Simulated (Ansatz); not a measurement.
Formation energy of BaTe, relaxed from a PbO-type start to space group Pm-3m (read at 0.02 Å)

Computed with Ansatz (plane waves, PAW, 420 eV cutoff): PBE, scalar-relativistic, no spin polarisation, 6×6×8 k-mesh, Gaussian smearing of 0.05 eV. The datasets are Ansatz's generated set soft_2.

This is a trial structure: the heavier alkaline earths' oxides and chalcogenides take the rock-salt structure.

Symmetry: Pm-3m, No. 221, cubic system. The conventional cell has a = 4.244 Å, b = 4.244 Å, c = 4.244 Å, α = 90.00°, β = 90.00°, γ = 90.00°. Around Ba (site symmetry m-3m) lie 8 Te at 3.67 to 3.68 Å. Te (site symmetry m-3m) is surrounded by 8 Ba at 3.67 to 3.68 Å. (Neighbours are counted to 15 % beyond the shortest distance.)

The elements were computed in their standard states with the same datasets, cutoff and functional. Total energies depend on the potentials used, so only differences within one code and one set of settings carry meaning.

Energy of the relaxed cell (4 atoms, smearing extrapolated to zero): -25865.623 eV. Elements, in eV/atom: Ba -5949.540, Te -6979.958.

Problem. What is the formation energy?

Solution. [-25865.623 − (2 × -5949.540 + 2 × -6979.958)] / 4 = -1.66 eV/atom, or -160 kJ per mole of atoms.

The value is for 0 K, without zero-point energy. A negative value shows stability against the elements alone, not against other compounds or structures.

Bader charges against formal ones: Ba +1.33 (+2), Te −1.33 (−2). The cations give up 66 % of the formal charge; Bader charges stay under formal ones because the anions' density reaches into the cations' basins.

Formal charges Ba²⁺, Te²⁻ balance and leave closed shells on every ion, so a band insulator is expected, and the gap is 0.86 eV.

Kohn–Sham gaps of semilocal functionals lie under measured ones, often by a third or more. Scalar-relativistic only: spin–orbit splittings of the heavy atoms' levels are missing.
